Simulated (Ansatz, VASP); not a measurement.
# One calculation of Cu, two programs

```
Cu
1.0
     0.00000    1.78169    1.78169
     1.78169    0.00000    1.78169
     1.78169    1.78169    0.00000
Cu
1
Direct
  0.00000 0.00000 0.00000
```

Alike in both runs: functional PBEsol; k mesh 20 × 20 × 20; occupations gaussian, width 0.1 eV; no spin polarisation.

Ansatz relaxed the structure, and its values are those at the end. VASP's run is a single point on that final structure, the one shown.

```csv
,VASP,Ansatz
version,VASP 6.6.1,Ansatz 0.2.0
potentials or method,"VASP PAW PBE potentials, release 64 (Cu)","scalar-relativistic, plane waves, PAW"
plane-wave cutoff (eV),520,420
valence electrons in the cell,11,19
```

|  | VASP | Ansatz | Ansatz less VASP |
| --- | --- | --- | --- |
| gap on the k mesh at the Fermi level (eV) | none | none | - |
| pressure (GPa) | 0.7 | 0.0 | -0.69 |

A gap of «none» marks a metal or a gap that the smearing closes. With one functional, cell and mesh, what is left measures potentials, basis and numerics. The two sets of potentials don't hold the same shells in valence.

Caveats: the PAW data sets were made with another functional, which shifts forces and pressure a little (VASP).
